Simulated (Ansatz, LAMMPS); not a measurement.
# A frame of liquid Al2O3 from 2500 K, run at 600 K (95 atoms): a short ab initio trajectory

Aim: follow a frame of liquid Al2O3 from 2500 K, run at 600 K (95 atoms) for a short time with forces from DFT, then look at structure and electrons in the last frame.

Program: Ansatz 0.2.0. Level of theory: Kohn-Sham DFT, PBE, PAW (set soft_2), plane waves. Results are calculated unless marked as measured.

**1. The structure**

The cell holds 95 atoms: 38 Al and 57 O. Its edges and angles: a = 10.461 Å, b = 10.461 Å, c = 10.461 Å, α = 90.0°, β = 90.0°, γ = 90.0°. 95 atoms (38 Al, 57 O) placed at random at 2.81 g/cm³, melted at 4500 K for 20 ps at fixed volume with the Morse and Coulomb pair potential with partial charges (Pedone, Malavasi, Menziani, Cormack and Segre, J. Phys. Chem. B 110, 11780 (2006)). Snapshot at the end of a hold of 20 ps at 2500 K and fixed volume.

What the set-up can't give: The network of bonds at the start is that of the classical potential that made the cell. The cell was made at 2500 K but the dynamics is set to 600 K: the trajectory isn't one at 2500 K. Sampling is at Γ alone, for a cell whose shortest periodic width is 10 Å.

**2. Single point at the start**

A single point comes first, to see the forces before anything moves.

input.yaml

```yaml
crystal:
  lattice:
    - [10.4611, 0.0, 0.0]
    - [0.0, 10.4611, 0.0]
    - [0.0, 0.0, 10.4611]
  atoms:
    - { symbol: Al, position: [0.87532, 0.01949, 0.36457] }
    - { symbol: Al, position: [0.64019, 0.807, 0.58795] }
    - { symbol: Al, position: [0.52206, 0.54715, 0.49682] }
    - { symbol: Al, position: [0.03395, 0.3073, 0.32816] }
    [... 85 atom lines left out ...]
    - { symbol: O, position: [0.32196, 0.14143, 0.27007] }
    - { symbol: O, position: [0.39796, 0.64205, 0.41904] }
    - { symbol: O, position: [0.81574, 0.00276, 0.87557] }
    - { symbol: O, position: [0.98279, 0.41908, 0.22506] }
    - { symbol: O, position: [0.59438, 0.75326, 0.28752] }
    - { symbol: O, position: [0.22328, 0.55023, 0.78387] }
kpoints:
  mp_grid: { grid: [1, 1, 1] }
hamiltonian:
  xc: pbe
scf:
  occupations: { method: fermi_dirac, width: 0.025 }
output:
  forces: true
```

The run is started by

```sh
$ ansatz run input.yaml --threads 4 --pin off --max-ram 8192MiB --backend cpu --events-out ev --progress --plain --runs-dir out
```

Run time: 9.6 s. Hardware: 4 threads of Arm Neoverse V1, shared host; peak memory 1.3 GiB.

Read from the output:

- free energy: -52852.5394 eV
- free energy per atom: -556.3425 eV/atom
- SCF cycles: 10
- r.m.s. force component: 2.564 eV/Å
- longest force: 12.74 eV/Å
- Fermi energy: 5.928 eV

The r.m.s. force component of 2.6 eV/Å sets the starting point.

Neighbours are counted within 2.49 Å (O-Al).

Length of the force by element and coordination:

| element | coordination | atoms | mean length of the force (eV/Å) | spread | least | most |
| --- | --- | --- | --- | --- | --- | --- |
| Al | all | 38 | 4.24 | 2.29 | 0.0825 | 12.7 |
| Al | 3 | 3 | 4.98 | 1.25 | 3.50 | 6.56 |
| Al | 4 | 25 | 4.49 | 2.38 | 1.26 | 12.7 |
| Al | 5 | 10 | 3.41 | 2.08 | 0.0825 | 8.12 |
| O | all | 57 | 3.61 | 2.08 | 0.400 | 9.94 |
| O | 2 | 17 | 4.20 | 2.11 | 0.833 | 8.09 |
| O | 3 | 35 | 3.31 | 2.07 | 0.400 | 9.94 |
| O | 4 | 5 | 3.71 | 1.61 | 2.16 | 6.49 |

**3. Dynamics started at 600 K**

A Langevin thermostat couples each atom to a heat bath, at the price of damped dynamics. The time step is 1.0 fs.

Changes to input.yaml since step 2:

```diff
@@ -15 +15,8 @@
   forces: true
+md:
+  timestep: 1.0
+  n_steps: 400
+  ensemble: nvt_langevin
+  temperature: 600
+  initial_velocities: maxwell_boltzmann
+  seed: 9226
```

The job ended after 43 min (4 threads; peak memory 1.4 GiB).

The program notes that it switched symmetry off.

Rows from the run:

| time (fs) | T (K) | potential (meV/atom) |
| --- | --- | --- |
| 0.0 | 594 | 0.0 |
| 27.0 | 1378 | -158.2 |
| 53.0 | 1375 | -202.8 |
| 80.0 | 1180 | -217.2 |
| 107.0 | 986 | -233.9 |
| 133.0 | 855 | -251.1 |
| 160.0 | 883 | -278.3 |
| 187.0 | 785 | -290.2 |
| 213.0 | 739 | -289.0 |
| 240.0 | 760 | -296.6 |
| 267.0 | 687 | -295.9 |
| 293.0 | 719 | -305.6 |
| 320.0 | 660 | -305.4 |
| 347.0 | 612 | -304.6 |
| 373.0 | 645 | -304.1 |
| 400.0 | 704 | -319.0 |

Mean square displacement from the first frame to the last: Al 0.30 Å², O 0.34 Å².

Mean square displacement against time lag:

| time lag (fs) | Al (Å²) | O (Å²) |
| --- | --- | --- |
| 1.0 | 8.4e-5 | 1.4e-4 |
| 9.0 | 0.00640 | 0.0107 |
| 17.0 | 0.0197 | 0.0318 |
| 25.0 | 0.0345 | 0.0536 |
| 34.0 | 0.0492 | 0.0732 |
| 42.0 | 0.0603 | 0.0871 |
| 50.0 | 0.0707 | 0.0996 |
| 59.0 | 0.0820 | 0.113 |
| 67.0 | 0.0915 | 0.123 |
| 75.0 | 0.0998 | 0.132 |
| 83.0 | 0.106 | 0.139 |
| 92.0 | 0.112 | 0.146 |
| 100.0 | 0.116 | 0.150 |
| 108.0 | 0.119 | 0.154 |
| 117.0 | 0.123 | 0.157 |
| 125.0 | 0.126 | 0.160 |
| 133.0 | 0.128 | 0.164 |
| 141.0 | 0.131 | 0.169 |
| 150.0 | 0.133 | 0.173 |
| 158.0 | 0.136 | 0.176 |
| 166.0 | 0.140 | 0.179 |
| 175.0 | 0.144 | 0.182 |
| 183.0 | 0.148 | 0.186 |
| 191.0 | 0.151 | 0.189 |
| 200.0 | 0.154 | 0.193 |

Over the second half of 400 fs the temperature averages 714 K with swings of 51 K r.m.s. From first frame to last O has the largest mean square displacement, 0.34 Å² at the end; the farthest move is 1.34 Å. The mean temperature of 714 K lies well off the 600 K of the input, so the thermostat hasn't yet brought the run to equilibrium. The count of bonds goes from 159 in the first frame to 166 in the last, by one set of cutoffs: 6 pairs passed out of them and 13 came within. The run spans 0.40 ps, too short for its means to be equilibrium values.

**4. Local order late in the run**

The g(r) is a mean over the second half; what follows it is taken at the last frame.

Bonds before and after, by the cutoffs listed below:

| pair | bonds before | bonds after | mean before (Å) | mean after (Å) | spread before (Å) | spread after (Å) |
| --- | --- | --- | --- | --- | --- | --- |
| O-Al | 159 | 166 | 1.856 | 1.863 | 0.212 | 0.138 |

Density 2.81 g/cm³, 12.05 Å³ an atom.

Mean of 14 frames. g(r), total and by pair (bins of 0.2 Å):

| r (Å) | total | O-O | O-Al | Al-Al |
| --- | --- | --- | --- | --- |
| 1.50 | 0.01 | 0.00 | 0.02 | 0.00 |
| 1.70 | 2.04 | 0.00 | 4.25 | 0.00 |
| 1.90 | 2.37 | 0.00 | 4.94 | 0.00 |
| 2.10 | 0.37 | 0.00 | 0.76 | 0.00 |
| 2.30 | 0.16 | 0.22 | 0.17 | 0.00 |
| 2.50 | 0.45 | 1.02 | 0.12 | 0.16 |
| 2.70 | 0.90 | 1.88 | 0.18 | 0.83 |
| 2.90 | 1.41 | 2.67 | 0.31 | 1.86 |
| 3.10 | 1.40 | 2.06 | 0.49 | 2.65 |
| 3.30 | 1.12 | 1.09 | 0.77 | 2.25 |
| 3.50 | 0.96 | 0.78 | 1.04 | 1.11 |
| 3.70 | 0.86 | 0.66 | 1.12 | 0.52 |
| 3.90 | 0.83 | 0.50 | 1.23 | 0.39 |
| 4.10 | 1.00 | 0.55 | 1.48 | 0.57 |
| 4.30 | 1.07 | 0.60 | 1.54 | 0.71 |
| 4.50 | 1.09 | 0.76 | 1.43 | 0.84 |
| 4.70 | 1.03 | 0.94 | 1.14 | 0.92 |
| 4.90 | 0.97 | 1.17 | 0.77 | 1.12 |
| 5.10 | 0.93 | 1.25 | 0.63 | 1.12 |

Bonds by pair of elements; cutoffs follow the first minimum of g(r), held within bounds set by covalent radii, and pairs that aren't listed don't count as bonded:

| pair A-B | cutoff (Å) | bonds | mean length (Å) | spread (Å) | shortest (Å) | B about A | A about B |
| --- | --- | --- | --- | --- | --- | --- | --- |
| O-Al | 2.49 | 166 | 1.86 | 0.138 | 1.63 | 2.91 | 4.37 |

How many atoms have how many bonded neighbours:

| element | mean | 2 | 3 | 4 | 5 | 6 |
| --- | --- | --- | --- | --- | --- | --- |
| Al | 4.37 | 0 | 0 | 25 | 12 | 1 |
| O | 2.91 | 9 | 44 | 4 | 0 | 0 |

Bond angles (no mean is given where the spread exceeds 20°):

| angle | count | mean (°) | spread (°) |
| --- | --- | --- | --- |
| O-Al-O | 285 | - | - |
| Al-O-Al | 165 | 116 | 18.1 |

Oxygen atoms by the number of network formers (Si, P, Ge, B, Al, As, Ga) bound to them:

| network formers bound to O | O atoms | per cent |
| --- | --- | --- |
| 0 | 0 | 0 |
| 1 | 0 | 0 |
| 2 | 9 | 15.8 |
| 3 | 44 | 77.2 |
| 4 | 4 | 7 |

Network units: each former by its oxygen neighbours and how many of them bridge to another former:

| former | O neighbours | bridging O | atoms |
| --- | --- | --- | --- |
| Al | 4 | 4 | 25 |
| Al | 5 | 5 | 12 |
| Al | 6 | 6 | 1 |

Bond length by coordination (bonds to H left out):

| element | coordination | atoms | mean bond length (Å) |
| --- | --- | --- | --- |
| Al | 4 | 25 | 1.81 |
| Al | 5 | 12 | 1.92 |
| Al | 6 | 1 | 2.10 |
| O | 2 | 9 | 1.72 |
| O | 3 | 44 | 1.86 |
| O | 4 | 4 | 2.00 |

Rings of the network by King's shortest-path rule, up to 12 atoms, one path for each pair of neighbours; H, halogens, alkali and alkaline-earth atoms are left out, and the last column divides by all other atoms, bonded or not:

| ring size (atoms) | rings | per network atom |
| --- | --- | --- |
| 4 | 22 | 0.232 |
| 6 | 47 | 0.495 |
| 8 | 66 | 0.695 |
| 10 | 28 | 0.295 |
| 12 | 5 | 0.053 |

First main peaks of g(r), for some of the pairs, lie near 2.9 Å (O-O), 1.8 Å (O-Al) and 3.1 Å (Al-Al). With the cutoffs above, 66 % of Al atoms have 4 and 77 % of O atoms have 3 bonded neighbours. 16 % of the oxygens bridge two formers (Al) and 0 % are non-bridging; 77 % join three; 7 % join four. The commonest Al unit has 4 oxygens, 4 of them shared with other formers (25 of 38 atoms). Bonds at O atoms with 2 neighbours average 1.72 Å, against 2.00 Å at those with 4. Rings of 8 atoms are the most common (39 % of those counted); sizes run from 4 to 12, where the search stops.

**5. Single point at the last frame**

The last frame is solved once more, with the analyses that the dynamics left out.

input.yaml

```yaml
crystal:
  lattice:
    - [10.4611, 0.0, 0.0]
    - [0.0, 10.4611, 0.0]
    - [0.0, 0.0, 10.4611]
  atoms:
    - { symbol: Al, position: [0.83825, 0.08923, 0.3371] }
    - { symbol: Al, position: [0.59832, 0.75255, 0.64936] }
    - { symbol: Al, position: [0.50581, 0.53059, 0.48151] }
    - { symbol: Al, position: [0.05338, 0.336, 0.30817] }
    [... 85 atom lines left out ...]
    - { symbol: O, position: [0.3519, 0.15659, 0.276] }
    - { symbol: O, position: [0.37203, 0.64172, 0.42814] }
    - { symbol: O, position: [0.81981, 0.95727, 0.88522] }
    - { symbol: O, position: [0.99878, 0.44627, 0.17912] }
    - { symbol: O, position: [0.63414, 0.78864, 0.27531] }
    - { symbol: O, position: [0.18785, 0.50288, 0.76522] }
kpoints:
  mp_grid: { grid: [1, 1, 1] }
hamiltonian:
  xc: pbe
scf:
  occupations: { method: fermi_dirac, width: 0.025 }
output:
  forces: true
  stress: true
  populations: true
  dos:
    method: { smearing: { sigma: 0.08 } }
    de: 0.1
    projected: { site_lists: { Al: [Al], O: [O] } }
  eigenvalues: true
  write_density: true
  write_potential: true
  volumetric_format: npy
  elf: true
```

The job ended after 16 s (4 threads; peak memory 1.3 GiB).

Read from the output:

```
free energy                                      : -52882.8486 eV
free energy per atom                             : -556.6616 eV/atom
SCF cycles                                       : 9
pressure                                         : -2.202 GPa
r.m.s. force component                           : 1.045 eV/Å
longest force                                    : 4.82 eV/Å
Fermi energy                                     : 5.889 eV
gap (highest filled to lowest empty level) : 2.475 eV
spilling of the projection                       : 0.008648
```

Neighbours are counted within 2.49 Å (O-Al), the cutoffs taken from the dynamics.

Length of the force by element and coordination:

| element | coordination | atoms | mean length of the force (eV/Å) | spread | least | most |
| --- | --- | --- | --- | --- | --- | --- |
| Al | all | 38 | 1.69 | 0.780 | 0.174 | 3.75 |
| Al | 4 | 25 | 1.80 | 0.851 | 0.174 | 3.75 |
| Al | 5 | 12 | 1.53 | 0.564 | 0.782 | 2.55 |
| Al | 6 | 1 | 0.919 | 0 | 0.919 | 0.919 |
| O | all | 57 | 1.53 | 0.896 | 0.360 | 4.82 |
| O | 2 | 9 | 1.34 | 0.566 | 0.890 | 2.83 |
| O | 3 | 44 | 1.55 | 0.960 | 0.360 | 4.82 |
| O | 4 | 4 | 1.71 | 0.677 | 1.04 | 2.84 |

Löwdin charges by element and coordination (they lack the spilled electrons, 0.042 e an atom on average):

| element | coordination | atoms | mean charge (e) | spread | least | most |
| --- | --- | --- | --- | --- | --- | --- |
| Al | all | 38 | 1.34 | 0.0326 | 1.28 | 1.41 |
| Al | 4 | 25 | 1.36 | 0.0266 | 1.31 | 1.41 |
| Al | 5 | 12 | 1.31 | 0.023 | 1.28 | 1.35 |
| Al | 6 | 1 | 1.34 | 0 | 1.34 | 1.34 |
| O | all | 57 | -0.827 | 0.0223 | -0.876 | -0.761 |
| O | 2 | 9 | -0.856 | 0.0205 | -0.876 | -0.818 |
| O | 3 | 44 | -0.825 | 0.0138 | -0.848 | -0.788 |
| O | 4 | 4 | -0.784 | 0.0187 | -0.813 | -0.761 |

Density of states as counts of states in windows of 1 eV (from the Fermi level), total and the larger projections:

| from (eV) | to (eV) | total | O p | Al p | Al s |
| --- | --- | --- | --- | --- | --- |
| -10 | -9 | 0.0 | 0.0 | 0.0 | 0.0 |
| -9 | -8 | 12.3 | 9.0 | 0.9 | 2.1 |
| -8 | -7 | 33.4 | 25.0 | 2.8 | 4.7 |
| -7 | -6 | 44.8 | 34.8 | 5.6 | 3.0 |
| -6 | -5 | 55.5 | 45.8 | 6.7 | 1.5 |
| -5 | -4 | 63.9 | 56.3 | 5.3 | 0.8 |
| -4 | -3 | 64.9 | 60.1 | 2.9 | 0.4 |
| -3 | -2 | 53.7 | 51.0 | 1.5 | 0.2 |
| -2 | -1 | 13.4 | 12.8 | 0.4 | 0.0 |
| -1 | 1 | 0.0 | 0.0 | 0.0 | 0.0 |
| 1 | 2 | 2.0 | 0.1 | 0.1 | 1.2 |
| 2 | 3 | 2.0 | 0.4 | 0.6 | 0.6 |
| 3 | 4 | 13.7 | 2.5 | 5.4 | 3.0 |
| 4 | 5 | 23.0 | 3.9 | 10.2 | 4.7 |

The curve was stored every 0.10 eV, coarse against its broadening of 0.08 eV, so these counts are rough.

Between -21 and -10 eV lie 114 more states.

The levels nearest the highest filled one (over half full), pooled over k-points and spins:

| level less the highest filled one (eV) | occupation |
| --- | --- |
| -0.679 | 2 |
| -0.623 | 2 |
| -0.561 | 2 |
| -0.456 | 2 |
| -0.169 | 2 |
| 0 | 2 |
| 2.47 | 0 |
| 4.15 | 0 |
| 4.40 | 0 |
| 4.48 | 0 |
| 4.68 | 0 |
| 4.78 | 0 |

Mean Löwdin charges: Al +1.34, O -0.83 e (they miss 0.86 % of the electrons, so they add up to more than the cell's charge). The largest share in the top eV of filled states is O p (96 % of the projected weight), and in the lowest eV of empty states Al s (62 % of the projected weight).

**6. Outcome**

| Item | Value |
| --- | --- |
| mean temperature, second half | 713.8 K |
| temperature swing, second half | 50.6 K |
| free energy per atom | -556.6616 eV/atom |
| pressure | -2.202 GPa |
| r.m.s. force component | 1.045 eV/Å |
| gap (highest filled to lowest empty level) | 2.475 eV |
| wall time of the 3 DFT runs | 44 min |

Over the second half of 400 fs the temperature averages 714 K with swings of 51 K r.m.s. The mean temperature of 714 K lies well off the 600 K of the input, so the thermostat hasn't yet brought the run to equilibrium. The count of bonds goes from 159 in the first frame to 166 in the last, by one set of cutoffs: 6 pairs passed out of them and 13 came within. The run spans 0.40 ps, too short for its means to be equilibrium values. With the cutoffs above, 66 % of Al atoms have 4 and 77 % of O atoms have 3 bonded neighbours. 16 % of the oxygens bridge two formers (Al) and 0 % are non-bridging; 77 % join three; 7 % join four.

Between filled and empty levels lie 2.47 eV (at Γ alone); a semilocal functional tends to put such gaps too low. In a disordered cell it changes from sample to sample and from frame to frame.

What to keep in mind: The network of bonds at the start is that of the classical potential that made the cell; in DFT 6 of its 159 bonded pairs passed out of the cutoffs and 13 came within them. The pressure of -2.2 GPa is that of one thermal frame at a volume set beforehand, without the kinetic term.

[Logs are printed without paths, hosts, clocks, repeated set-up lines and the standing remarks that a program may print on its own settings, such as how far it seeks lower states.]

[Hosts, paths, dates, database ids (printed as entryN), source tags and the programs' standing remarks are cut or masked in the printed files.]
